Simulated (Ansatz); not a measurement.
The cell is COD entry 1514105, as deposited and not checked against the literature; nothing was relaxed. The listed cell was then made from it by scaling, straining or moving an atom.

MnO: DFT, PBE, PAW with Ansatz's default frozen-core files, scalar-relativistic (Ansatz 0.2.0). What sets it apart from a plain run of this crystal: volume scaled by 1.01.

Command: `ansatz run input.yaml --threads 1 --pin off --max-ram 3072MiB --backend cpu --events-out ev --progress --plain --runs-dir out` The run took 7.6 s on 1 thread of Intel(R) Xeon(R) Platinum 8488C (Sapphire Rapids) (shared host), peak memory 0.48 GiB.

```yaml
crystal:
  lattice:
    - [0.0, 2.229382114, 2.229382114]
    - [2.229382114, 0.0, 2.229382114]
    - [2.229382114, 2.229382114, 0.0]
  atoms:
    - { symbol: Mn, position: [0.0, 0.0, 0.0], spin: 4.0 }
    - { symbol: O, position: [0.5, 0.5, 0.5] }
magnetization:
  spin_polarized: true
kpoints:
  mp_grid: { grid: [16, 16, 16] }
scf:
  occupations: { method: fermi_dirac, width: 0.05 }
hamiltonian:
  xc: pbe
  pseudopotentials: { kind: paw }
output:
  forces: true
  stress: true
  eigenvalues: true
  efg: { contact_densities: true }
```

Output (standing set-up lines are left out):

```
Crystal: 2 atoms, lattice volume = 22.161 Å³
SCF iter   1: F=—  HF=-4466.625363 eV  |F-HF|=—  |Δ(HF+E_count)|=         —  Δρ=1.43e-1 (↑1.43e-1 ↓6.46e-2)  dr2=6.09e0  dr2_m=8.32e-1  M=4.530 μB ∫|m|=4.530 μB  β_m=0.30  ethr=3.10e-3  ⟨swp⟩=3.6  Hψ=20086  notcnv=0
Mixer restart at iter 1: flushing history
preconditioner: auto → none  [metal: Δε(μ)=0.012 eV  Ē_g=12.500 eV  σ=0.050 eV  W_gap=0.06  n_scr=8 (ndim 8)  ℏωp=28.4 eV  f_vac=0.000  D(μ)=0.99/eV (n_scr^D=14)  sad-step TF]
SCF iter   2: F=—  HF=-4466.245866 eV  |F-HF|=—  |Δ(HF+E_count)|=   3.79e-1  Δρ=8.29e-2 (↑8.29e-2 ↓3.10e-2)  dr2=1.19e0  dr2_m=5.05e-1  M=4.720 μB ∫|m|=4.720 μB  β_m=0.44  ethr=3.10e-3  ⟨swp⟩=2.9  Hψ=11576  notcnv=0  defer=169
SCF iter   3: F=—  HF=-4466.196032 eV  |F-HF|=—  |Δ(HF+E_count)|=   4.98e-2  Δρ=1.98e-2 (↑1.88e-2 ↓1.98e-2)  dr2=2.27e-1  dr2_m=2.34e-2  M=4.696 μB ∫|m|=4.696 μB  β_m=0.46  ethr=3.10e-3  ⟨swp⟩=2.9  Hψ=10208  notcnv=0  defer=260
SCF iter   4: F=—  HF=-4466.132785 eV  |F-HF|=—  |Δ(HF+E_count)|=         —  Δρ=5.93e-3 (↑5.70e-3 ↓5.93e-3)  dr2=1.27e-2  dr2_m=3.19e-3  M=4.734 μB ∫|m|=4.734 μB  β_m=0.46  ethr=1.08e-3  ⟨swp⟩=2.2  Hψ=7982  notcnv=0  defer=258
Mixer restart at iter 4: flushing history
SCF iter   5: F=—  HF=-4466.146210 eV  |F-HF|=—  |Δ(HF+E_count)|=   1.34e-2  Δρ=5.45e-3 (↑5.45e-3 ↓3.85e-3)  dr2=6.57e-3  dr2_m=1.49e-3  M=4.755 μB ∫|m|=4.755 μB  β_m=0.57  ethr=6.06e-5  ⟨swp⟩=2.0  Hψ=8166  notcnv=0  defer=264
SCF iter   6: F=—  HF=-4466.166111 eV  |F-HF|=—  |Δ(HF+E_count)|=   1.99e-2  Δρ=2.82e-3 (↑2.82e-3 ↓2.48e-3)  dr2=6.30e-4  dr2_m=1.25e-3  M=4.770 μB ∫|m|=4.770 μB  β_m=0.70  ethr=3.13e-5  ⟨swp⟩=2.0  Hψ=8647  notcnv=0  defer=264
SCF iter   7: F=—  HF=-4466.172814 eV  |F-HF|=—  |Δ(HF+E_count)|=   6.70e-3  Δρ=1.84e-3 (↑1.02e-3 ↓1.84e-3)  dr2=1.26e-3  dr2_m=1.21e-4  M=4.778 μB ∫|m|=4.778 μB  β_m=0.83  ethr=3.00e-6  ⟨swp⟩=2.0  Hψ=9247  notcnv=0  defer=264
SCF iter   8: F=—  HF=-4466.174142 eV  |F-HF|=—  |Δ(HF+E_count)|=   1.33e-3  Δρ=1.57e-3 (↑1.57e-3 ↓5.14e-4)  dr2=3.37e-4  dr2_m=1.55e-4  M=4.788 μB ∫|m|=4.788 μB  β_m=0.69  ethr=3.00e-6  ⟨swp⟩=2.0  Hψ=9272  notcnv=0  defer=275
SCF iter   9: F=—  HF=-4466.174018 eV  |F-HF|=—  |Δ(HF+E_count)|=   1.24e-4  Δρ=2.16e-4 (↑2.16e-4 ↓5.08e-5)  dr2=9.80e-6  dr2_m=2.21e-6  M=4.787 μB ∫|m|=4.787 μB  β_m=0.84  ethr=1.60e-6  ⟨swp⟩=2.4  Hψ=7976  notcnv=0  defer=275
SCF iter  10: F=—  HF=-4466.174030 eV  |F-HF|=—  |Δ(HF+E_count)|=   1.18e-5  Δρ=6.09e-6 (↑6.09e-6 ↓4.97e-6)  dr2=7.47e-9  dr2_m=2.33e-9  M=4.787 μB ∫|m|=4.787 μB  β_m=0.88  ethr=4.67e-8  ⟨swp⟩=2.1  Hψ=6535  notcnv=0  defer=275
SCF iter  11: F=-4466.174030 eV  HF=-4466.174030 eV  |F-HF|=1.07e-8  |Δ(HF+E_count)|=   5.14e-9  Δρ=5.65e-6 (↑2.60e-6 ↓5.65e-6)  dr2=1.31e-8  dr2_m=9.09e-10  M=4.787 μB ∫|m|=4.787 μB  ethr=3.56e-11  ⟨swp⟩=4.1  Hψ=18194  notcnv=0
SCF 1 converged in 11 iterations: F = -4466.174030 eV  dr2 = 1.31e-8
  greatest PAW one-centre occupation: 1.004 electrons in one spin orbital (limit 2), on the Mn atom at site 0 (counted from 0), in its partial waves of l = 1
SCF converged after 11 iterations
Magnetization: 4.7865 μB (12.8933 up, 8.1067 down)
Absolute magnetization: 4.7865 μB (∫|ρ↑−ρ↓|, with the PAW one-centre terms)
Spin contamination: 0.0109 ħ² per cell (⟨S²⟩ above its minimum at these occupations)
Per-site moments (μB) at R_I (Å): [(4.0635673439833795, 0.919620122025), (0.23225468532911406, 0.919620122025)]
Free energy (F): -4466.174030 eV
Harris-Foulkes:  -4466.174030 eV  (|F-HF|=1.07e-8)
Internal energy: -4466.166349 eV  (E = F + TS)
E sigma→0 (E₀):  -4466.170190 eV
Entropy (-TS):   -0.007680 eV (-3.840 meV/atom)
Fermi energy:    13.247787 eV
--- Per-component energies (eV) ---
  E_band       = -250.410232
  E_kinetic    = 473.737269
  E_local      = -2241.334128  (includes V_loc(G=0)·N_el)
  E_nonlocal   = 302.621692
  E_hartree    = 898.249525
  E_xc         = -184.435722
  E_vxc        = -235.601141  (∫ρ·V_xc dr)
  E_paw        = -1465.971730  (= ΣΔE_a)
  E_vpaw       = -346.336780  (= ΣTr[D̂ρ^β])
  E_aug_tail   = 0.002402  (compensation charges beyond the density's cutoff)
  E_ewald      = -2249.035658
  E_smearing   = -0.007680  (= −TS)
  E_closure    = 0.000000  (closes the sum)
  Σ components = -4466.174030   (vs F -4466.174030, Δ=0.00e0)
--- Forces (eV/Å), atoms counted from 1 ---
  atom   1  Mn    -0.00000000     0.00000000     0.00000000
  atom   2  O      0.00000000    -0.00000000     0.00000000
  max |Σ_I F_I| component: 2.50e-29 eV/Å
--- Stress (GPa, compression-positive) ---
       -1.193483       0.000000       0.000000
        0.000000      -1.193483       0.000000
       -0.000000       0.000000      -1.193483
  P = ⅓ Tr σ = -1.1935 GPa (-11.935 kbar)
--- PAW observables at the nuclei: V_zz in 10²¹ V/m², potentials from the cell's mean, atoms counted from 1 ---
  atom   1  Mn V_zz =    +0.000000   η = 0.0000   by run symmetry: forbidden
            electrostatic potential = -3031.879059 V   contact ρ = 87778.505526 e/Å³   contact ρ_s (e/Å³): all electrons -2.843671, valence +6.349311
  atom   2  O  V_zz =    -0.000000   η = 0.0000   by run symmetry: forbidden
            electrostatic potential = -626.144045 V   contact ρ = 2158.355130 e/Å³   contact ρ_s (e/Å³): all electrons +3.140270, valence +3.410960
--- Band table (eV; the first three rows and the last of 290) ---
  k-point 0 ↑: bands = ["-68.3605", "-37.1001", "-37.1001", "-37.1001", "-6.9686", "9.5183", "9.5183", "9.5183", "10.0447", "10.0447", "10.0447", "10.5675", "10.5675", "12.6634", "27.1565", "29.3990", "29.3990"]
  k-point 1 ↑: bands = ["-68.3602", "-37.1025", "-37.1004", "-37.1004", "-6.9356", "9.0939", "9.2511", "9.2511", "10.1046", "10.1046", "10.1970", "10.8224", "10.8224", "12.9667", "26.6524", "29.2695", "29.2695"]
  k-point 2 ↑: bands = ["-68.3596", "-37.1092", "-37.1013", "-37.1013", "-6.8401", "8.3238", "8.7934", "8.7934", "10.2037", "10.2037", "10.3594", "11.3203", "11.3203", "13.6719", "25.5440", "28.8020", "28.8020"]
  k-point 144 ↓: bands = ["-63.5749", "-32.4612", "-32.4612", "-32.4417", "-5.5352", "7.5864", "7.5864", "8.0544", "14.5401", "14.5401", "15.3916", "15.6681", "16.1587", "22.0261", "22.8265", "22.8265", "25.6202"]
```

Semilocal functionals without U often leave such compounds metallic or with too small a gap, and the real magnetic order may differ.

The magnetic state is the one reached from the start moments; no search over orders was made, so it needn't be the ground state.
